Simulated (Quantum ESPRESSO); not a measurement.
CsPbCl3 under changes of volume

One of the cells (35.217 Å³/atom); the others are scaled copies at fixed shape and fractional positions:

```
Pb Cs Cl
1.0
     5.60500    0.00000    0.00000
     0.00000    5.60500    0.00000
     0.00000    0.00000    5.60500
Pb Cs Cl
1 1 3
Direct
  0.50000 0.50000 0.50000
  0.00000 0.00000 0.00000
  0.50000 0.00000 0.50000
  0.00000 0.50000 0.50000
  0.50000 0.50000 0.00000
```

```yaml
Program: Quantum ESPRESSO 7.5
Functional: LDA
Potentials_or_basis: GBRV 1.5 LDA
Cutoff: 612 eV
Density_cutoff: 4898 eV
k_mesh: 5 × 5 × 5
Occupations: fermi-dirac, width 0.05 eV
Spin: no spin polarisation
```

```tsv
volume (Å³/atom)	energy over the lowest point (meV/atom)	pressure (GPa)	gap on the mesh (eV)
33.104	0.20	0.3	2.67
33.809	0.00	-0.3	2.72
34.513	?	?	?
35.217	7.11	-1.3	2.81
35.922	13.84	-1.8	2.85
36.626	22.40	-2.2	2.88
37.330	32.54	-2.5	2.91
```

Task: What does the run at 34.513 Å³/atom give?

Result: Energy over the lowest point 2.42 meV/atom; pressure -0.9 GPa; gap on the mesh 2.76 eV.

Worked out: A Birch-Murnaghan fit of order 3 (a polynomial in V^(-2/3)) to the other rows has its minimum at 33.50 Å³/atom with B0 = V·E''(V) = 30 GPa and B' = 4.7. It gives 2.40 meV/atom at 34.513 Å³/atom, against the run's 2.42, and -dE/dV = -0.8 GPa, against -0.9. A parabola through the other rows of the gap, of slope 2.18 eV per unit of ln V (its deformation potential) there, gives 2.77 eV, against the run's 2.76.

Energies are extrapolated to zero smearing.

Caveats: spin-orbit coupling is left out, which as a rule narrows the gap of such compounds by several tenths of an eV; an odd mesh through Γ misses points on the zone boundary, where band edges often lie.
